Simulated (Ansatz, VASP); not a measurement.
This is a calculation of Gd for Ansatz 0.2.0.

The input input.yaml:

```yaml
crystal:
  lattice:
    - [3.7073122223, 0.0, 0.0]
    - [-1.8536561112, 3.2106265643, 0.0]
    - [0.0, 0.0, 5.8960131069]
  atoms:
    - { symbol: Gd, position: [0.6666666667, 0.3333333333, 0.75], spin: 7.0 }
    - { symbol: Gd, position: [0.3333333333, 0.6666666667, 0.25], spin: 7.0 }
hamiltonian:
  xc: pbe
  pseudopotentials: { kind: paw }
magnetization:
  spin_polarized: true
kpoints:
  mp_grid: { grid: [8, 8, 5] }
scf:
  occupations: { method: fermi_dirac, width: 0.05 }
output:
  forces: true
  stress: true
  eigenvalues: true
```

Potentials or basis: Ansatz PAW.

The run is started by

```bash
$ ansatz run input.yaml --threads 1 --pin off --max-ram 3584MiB --backend cpu --events-out ev --progress --plain --runs-dir out
```

Question: Set up the same calculation for VASP 6.6.1. Potentials there: VASP PAW PBE potentials, release 64 (Gd).

Answer: As run (the cutoff follows the program's own potentials):

The input INCAR:

```
PREC     = Accurate       # precision mode
ENCUT    = 520            # plane-wave cutoff, eV
EDIFF    = 1E-7           # SCF threshold, eV
ISMEAR   = -1             # smearing method
SIGMA    = 0.05           # smearing width, eV
LREAL    = F              # projectors in reciprocal space
LASPH    = T              # aspherical terms in the spheres
NELM     = 150            # most SCF steps
ALGO     = Normal         # electronic algorithm
ISIF     = 2              # what is computed and relaxed
LWAVE    = F              # write WAVECAR
LCHARG   = F              # write CHGCAR
ISPIN    = 2              # spin polarisation
MAGMOM   = 7 7            # initial moments
LORBIT   = 11             # projections on sites
LMAXMIX  = 6              # l up to which the mixer works
GGA      = PE             # functional
NBANDS   = 29             # bands
```

The input KPOINTS:

```
regular mesh
0
Gamma
  8 8 5
```

File POSCAR:

```
Gd
1.0
    3.7073122223      0.0000000000      0.0000000000
   -1.8536561112      3.2106265643      0.0000000000
    0.0000000000      0.0000000000      5.8960131069
Gd
2
Direct
    0.6666666667      0.3333333333      0.7500000000
    0.3333333333      0.6666666667      0.2500000000
```

Potentials or basis: VASP PAW PBE potentials, release 64 (Gd).

Launch:

```bash
$ cat potpaw_PBE.64/Gd/POTCAR > POTCAR
$ mpirun -np 1 vasp_std > vasp.out
```

Both were run:

|  | VASP | Ansatz | Ansatz less VASP |
| --- | --- | --- | --- |
| gap on the k mesh at the Fermi level (eV) | none | none | - |
| pressure (GPa) | -1.4 | -1.3 | +0.06 |
| largest component of the traceless stress (GPa) | 0.22 | 0.22 | +0.005 |
| net moment per atom (μB) | 7.63 | 7.63 | -0.001 |
| size of the moment on the site where the two differ most (μB) | 6.98 | 7.35 | +0.368 |

Site moments also hang on the region over which each program counts them. A gap of «none» marks a metal or a gap that the smearing closes. The functional is the same, so the differences come from potentials, cutoffs and numerics.

Caveats: spin-orbit coupling is left out, which moves the levels of the heavy elements. The state reached can hang on the start; a lower one may exist.
